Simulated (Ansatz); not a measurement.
Computed with DFT r2SCAN, scalar-relativistic, plane waves, PAW in Ansatz 0.2.0.

Structure of Ti:

```
Ti
1.0
     0.00000    2.05515    2.05515
     2.05515    0.00000    2.05515
     2.05515    2.05515    0.00000
Ti
1
Direct
  0.00000 0.00000 0.00000
```

Cutoff 500 eV; k points 18×18×18 on the computed 1-atom cell (Γ-centred); Gaussian smearing, width 0.10 eV; no spin polarisation.

Levels along Γ–X–U | K–Γ–L–W–X, in eV from the Fermi level, sorted by energy at each point. Points in fractions of the primitive reciprocal vectors: Γ (0.000 0.000 0.000), X (0.500 0.000 0.500), U (0.625 0.250 0.625), K (0.375 0.375 0.750), L (0.500 0.500 0.500), W (0.500 0.250 0.750).
```csv
point,"k (1/Å, with 2π)",band 5,band 6,band 7,band 8,band 9
Γ,0.000,-6.50,1.00,1.00,1.00,2.80
-,0.218,-6.27,0.82,1.10,1.10,2.63
-,0.437,-5.61,0.36,1.39,1.39,2.19
-,0.655,-4.63,-0.25,1.61,1.87,1.87
-,0.874,-3.56,-0.85,1.22,2.50,2.50
-,1.092,-2.85,-1.34,1.46,3.20,3.20
-,1.310,-2.65,-1.66,2.31,3.81,3.81
X,1.529,-2.65,-1.77,2.83,3.88,4.06
-,1.606,-2.63,-1.76,2.67,3.85,4.05
-,1.683,-2.56,-1.72,2.34,3.77,4.03
-,1.760,-2.46,-1.65,1.97,3.63,3.98
-,1.837,-2.33,-1.57,1.61,3.46,3.92
-,1.915,-2.16,-1.47,1.26,3.27,3.84
-,1.992,-1.96,-1.37,0.95,3.06,3.75
U,2.069,-1.75,-1.29,0.66,2.86,3.64
K,2.069,-1.75,-1.29,0.66,2.86,3.64
-,2.301,-1.31,-0.99,0.01,2.32,3.23
-,2.532,-1.96,-0.31,-0.19,1.99,2.73
-,2.764,-3.12,-0.31,0.57,1.92,2.21
-,2.996,-4.40,-0.03,1.10,1.73,2.08
-,3.227,-5.50,0.41,1.26,1.34,2.39
-,3.459,-6.24,0.83,1.08,1.10,2.68
Γ,3.691,-6.50,1.00,1.00,1.00,2.80
-,3.880,-6.32,0.89,1.06,1.06,2.76
-,4.069,-5.82,0.60,1.20,1.20,2.69
-,4.258,-5.06,0.25,1.30,1.30,2.73
-,4.447,-4.16,-0.01,1.24,1.24,2.99
-,4.636,-3.34,-0.02,1.10,1.10,3.38
-,4.825,-2.85,0.26,0.97,0.97,3.70
L,5.014,-2.71,0.46,0.93,0.93,3.83
-,5.169,-2.61,0.25,0.90,1.00,3.81
-,5.323,-2.32,-0.16,0.74,1.23,3.76
-,5.478,-1.90,-0.61,0.45,1.58,3.69
-,5.632,-1.40,-1.00,0.12,2.00,3.64
-,5.786,-1.31,-0.92,-0.16,2.31,3.72
-,5.941,-1.50,-0.56,-0.35,2.39,3.94
W,6.095,-1.56,-0.42,-0.42,2.38,4.06
-,6.204,-1.63,-0.77,-0.01,2.48,4.06
-,6.314,-1.82,-1.07,0.44,2.73,4.06
-,6.423,-2.06,-1.32,0.93,3.06,4.06
-,6.532,-2.29,-1.52,1.46,3.38,4.06
-,6.641,-2.48,-1.66,2.01,3.65,4.06
-,6.750,-2.61,-1.74,2.54,3.83,4.06
X,6.859,-2.65,-1.77,2.83,3.88,4.06
```

This fcc form isn't the element's structure at ambient conditions.